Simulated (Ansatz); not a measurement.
The system is ZrH.

```
CELL_PARAMETERS angstrom
-1.64391 1.64391 2.50440
1.64391 -1.64391 2.50440
1.64391 1.64391 -2.50440
ATOMIC_POSITIONS crystal
Zr 0.00000 0.00000 0.00000
H 0.75000 0.25000 0.50000
```

The cell comes from a database or a generator and needn't be the stable form of this composition.

Base run:

- Program: Ansatz 0.2.0
- Functional: LDA
- Potentials or basis: Ansatz PAW
- Cutoff: 420 eV (not typed: the program's choice for these potentials)
- k mesh: 11 × 11 × 11
- Occupations: fermi-dirac, width 0.05 eV
- Spin: no spin polarisation
- Hubbard terms: Zr d U = 5 eV

Its results: band gap on the k mesh none (metal or under the smearing width); pressure -2.0 GPa.

Task: After a change of settings the same cell gave: band gap on the k mesh none (metal or under the smearing width); pressure -3.1 GPa. Which change was it?
A. hubbard terms from Zr d U = 5 eV to none; hubbard projectors from ortho-atomic (the default) to none
B. hubbard terms from Zr d U = 5 eV to Zr d U = 2 eV
C. hubbard terms from Zr d U = 5 eV to Zr d U = 4 eV

Result: C.

Caveats: U without spin polarisation on a metal has little footing; the PAW data sets come from PBE, with cores solved anew for the run's functional, which leaves a small shift of forces and pressure; the U is typed as a test and isn't derived for this compound.
